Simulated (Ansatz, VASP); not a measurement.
## Two plane-wave programs on Ti

File INCAR:

```
  PREC = Accurate
  ENCUT = 520
  EDIFF = 1E-6
  ISMEAR = -1
  SIGMA = 0.05
  LREAL = F
  LASPH = T
  NELM = 80
  ALGO = Fast
  ISIF = 2
  LWAVE = F
  LCHARG = F
  GGA = PS
  NBANDS = 12
```

Contents of KPOINTS:

```
Automatic mesh
0
Gamma
  10 10 10
```

File POSCAR:

```
Ti
1.0
   -1.6327950000      1.6327950000      1.6410000000
    1.6327950000     -1.6327950000      1.6410000000
    1.6492050000      1.6492050000     -1.6410000000
Ti
1
Direct
    0.0000000000      0.0000000000      0.0000000000
```

The input input.yaml:

```yaml
crystal:
  lattice:
    - [-1.632795, 1.632795, 1.641]
    - [1.632795, -1.632795, 1.641]
    - [1.649205, 1.649205, -1.641]
  atoms:
    - { symbol: Ti, position: [0.0, 0.0, 0.0] }
hamiltonian:
  xc: pbesol
  pseudopotentials: { kind: paw }
kpoints:
  mp_grid: { grid: [10, 10, 10] }
  band_path:
    path:
      - [[0.0, 0.0, 0.0], [0.5, -0.5, 0.0], [0.5, -0.5, -0.5], [0.0, 0.0, -0.5], [0.0, 0.0, 0.0], [0.5000187508, 0.5000187508, -0.5000187508], [0.747499875, -0.252500125, -0.247499875], [0.5, -0.5, 0.0]]
      - [[0.5000187508, 0.5000187508, -0.5000187508], [0.252500125, 0.252500125, -0.752500125], [0.0, 0.0, -0.5]]
      - [[0.5, 0.0, -0.5], [0.0, 0.0, 0.0]]
    npoints: 14
scf:
  occupations: { method: fermi_dirac, width: 0.05 }
  n_extra_bands: 6
output:
  forces: true
  stress: true
  eigenvalues: true
  fatbands: true
  write_density: true
  write_potential: true
  elf: true
  volumetric_format: npy
```

This isn't the form of Ti at room conditions, which is hcp.

Alike in both runs: functional PBEsol; k mesh 10 × 10 × 10; occupations fermi-dirac, width 0.05 eV; no spin polarisation.

```csv
,VASP,Ansatz
version,VASP 6.6.1,Ansatz 0.2.0
potentials or method,"VASP PAW PBE potentials, release 64 (Ti_sv)",Ansatz PAW
plane-wave cutoff (eV),520,420
valence electrons in the cell,12,12
task,single point,band structure
```

```tsv
	VASP	Ansatz	Ansatz less VASP
gap on the k mesh at the Fermi level (eV)	none	none	-
pressure (GPa)	-6.9	-6.7	+0.22
largest component of the traceless stress (GPa)	0.36	0.36	0.000
```

A gap of «none» marks a metal or a gap that the smearing closes.

Caveats: the PAW data sets were made with another functional, which shifts forces and pressure a little (VASP); the PAW data sets come from PBE, with cores solved anew for the run's functional, which leaves a small shift of forces and pressure (Ansatz).
